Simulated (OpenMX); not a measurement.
**Si2Mo under changes of volume**

One of the cells (13.684 Å³/atom); the others are scaled copies at fixed shape and fractional positions:

```
Mo Si
1.0
    -1.61060    1.61060    3.95653
     1.61060   -1.61060    3.95653
     1.61060    1.61060   -3.95653
Mo Si
1 2
Cartesian
  0.0000 0.0000 0.0000
  0.0000 0.0000 5.2780
  0.0000 0.0000 2.6350
```

- Program: OpenMX 3.8.5
- Functional: PBE
- Potentials or basis: OpenMX 2013 PBE set, Mo7.0-s3p2d2, Si7.0-s2p2d1, fixed grid of 36 × 36 × 27 points
- k mesh: 13 × 13 × 13
- Occupations: fermi-dirac, width 0.05 eV
- Spin: no spin polarisation

```tsv
volume (Å³/atom)	energy over the lowest point (meV/atom)	largest force (eV/Å)
12.611	?	?
12.879	33.58	0.163
13.148	14.46	0.201
13.684	0.00	0.266
13.953	3.14	0.299
14.221	12.17	0.328
```

Question: What does the run at 12.611 Å³/atom give?

Answer: Energy over the lowest point 61.87 meV/atom; largest force 0.126 eV/Å.

Worked out: A Birch-Murnaghan fit of order 3 (a polynomial in V^(-2/3)) to the other rows has its minimum at 13.69 Å³/atom with B0 = V·E''(V) = 201 GPa and B' = 4.3 at fixed shape and positions, which overstates the stiffness. It gives 61.73 meV/atom at 12.611 Å³/atom, against the run's 61.87.

Energies are extrapolated to zero smearing.

Caveats: the basis of atomic orbitals isn't converged, which shifts pressures, moduli and gaps.
